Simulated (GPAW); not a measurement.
Write an ASE script for GPAW 26.7.0 that does the following.

* Task: band structure
* Functional: PBEsol
* Potentials or basis: PAW data sets generated in the run's folder for this functional
* Cutoff: 600 eV
* Basis: pw
* k mesh: 6 × 6 × 6
* Occupations: fermi-dirac, width 0.05 eV
* Spin: collinear spin, ferromagnetic start
* Starting moments: [1.0, 0.0] μB
* Maxiter: 150
* Band path: GXSRAZGYX1A1TY,ZT
* Band points: 80

Crystal: AlNi.

```xyz
2
Lattice="1.9387 -1.9532 0.0000 1.9387 1.9532 0.0000 0.0000 0.0000 3.0994" Properties=species:S:1:pos:R:3 pbc="T T T"
Ni    1.9387    0.0000    1.5497
Al    0.0000    0.0000    0.0000
```

The cell comes from a database or a generator and needn't be the stable form of this composition.

These files were run (other wordings do the same):

run.py

```python
from ase import Atoms
from ase.dft.bandgap import bandgap
from ase.io import write
from ase.units import GPa
from gpaw import GPAW, PW, setup_paths

setup_paths.insert(0, '.')

atoms = Atoms(['Ni', 'Al'],
              cell=[[1.938694, -1.95319015, 0.0],
                    [1.938694, 1.95319015, 0.0],
                    [0.0, 0.0, 3.0994300413]],
              scaled_positions=[[0.5, 0.5, 0.5],
                                [0.0, 0.0, 0.0]],
              pbc=True)
atoms.set_initial_magnetic_moments([1.0, 0.0])

calc = GPAW(mode=PW(600),
            xc='PBEsol',
            kpts={'size': (6, 6, 6), 'gamma': True},
            occupations={'name': 'fermi-dirac', 'width': 0.05},
            nbands=20,
            convergence={'density': 1e-05, 'energy': 1e-05},
            maxiter=150,
            txt='gpaw.txt')
atoms.calc = calc
energy = atoms.get_potential_energy()
forces = atoms.get_forces()
stress = atoms.get_stress()
calc.write('gs.gpw')
write('result.traj', atoms)
print(f'Energy: {energy:.6f} eV')
print('Forces (eV/A):')
print(forces.round(4))
print('Stress (GPa):', (stress / GPa).round(3))
print('Moments:', calc.get_magnetic_moments().round(3))
print('Fermi level:', round(calc.get_fermi_level(), 4), 'eV')
print(f'Gap: {bandgap(calc)[0]:.4f} eV, direct: {bandgap(calc, direct=True)[0]:.4f} eV')

path = atoms.cell.bandpath('GXSRAZGYX1A1TY,ZT', npoints=80, eps=1e-4)
bs_calc = calc.fixed_density(kpts=path, symmetry='off', nbands=30,
                             convergence={'bands': 'CBM+6.0', 'eigenstates': 1e-6}, txt='bands.txt')
bs = bs_calc.band_structure()
bs.write('bs.json')
print(f'Gap on the path: {bandgap(bs_calc)[0]:.4f} eV')
```

Potentials or basis: PAW data sets generated in the run's folder for this functional, pw.

Launch:

```bash
$ gpaw-setup -f PBEsol Al Ni
$ OMP_NUM_THREADS=1 python run.py
```

It gave:

- Pressure: 1.5 GPa
- Band gap along the path: none (metal or under the smearing width)
- Net moment: 0.00 μB per cell

Caveat: the k mesh is coarse (spacing up to 0.38 Å⁻¹), so the values aren't converged; the stock nickel data set gives pressures a few GPa off other programs.

Run time: 56 s on 1 thread of Intel(R) Xeon(R) Platinum 8488C (Sapphire Rapids), on a shared host, peak memory 0.26 GiB.
